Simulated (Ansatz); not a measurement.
# GaP: the cost of one run

Program: Ansatz 0.2.0. Level of theory: DFT PBE, scalar-relativistic, plane waves, PAW. These are calculated values, not measurements.

1 further run of the same task is left out (set aside as unsound or not needed). Runs told in other sessions of the task aren't counted.

## 1. The structure to begin with

Symmetry: F-43m, No. 216, cubic system. Conventional cell: a = 5.469 Å, b = 5.469 Å, c = 5.469 Å, α = 90.00°, β = 90.00°, γ = 90.00°. Ga (site symmetry -43m) is surrounded by 4 P at 2.37 Å. Around P (site symmetry -43m) lie 4 Ga at 2.37 Å.

As a file:

```
Ga P
1.0
     0.00000    2.73430    2.73430
     2.73430    0.00000    2.73430
     2.73430    2.73430    0.00000
Ga P
1 1
Direct
  0.00000 0.00000 0.00000
  0.75000 0.75000 0.75000
```

## 2. The first run

Contents of input.yaml:

```yaml
crystal:
  lattice:
    - [0.0, 2.7343040532, 2.7343040532]
    - [2.7343040532, 0.0, 2.7343040532]
    - [2.7343040532, 2.7343040532, 0.0]
  atoms:
    - { symbol: Ga, position: [0.0, 0.0, 0.0] }
    - { symbol: P, position: [0.75, 0.75, 0.75] }
basis:
  ecutwfc: 420
  ecutrho_ratio: 4
kpoints:
  mp_grid: { grid: [10, 10, 10] }
hamiltonian:
  xc: pbe
scf:
  occupations: { method: gaussian, width: 0.05 }
output:
  forces: true
  stress: true
  eigenvalues: true
```

The run is started by

```
$ ansatz run input.yaml --threads 2 --pin off --max-ram 2662MiB --backend cpu --events-out ev --progress --plain --runs-dir out
```

**Question.** How long does this run take on 2 threads of Arm Neoverse V2, shared host, and how much memory does it need?

About 1.5 s, with a peak of 0.31 GiB.
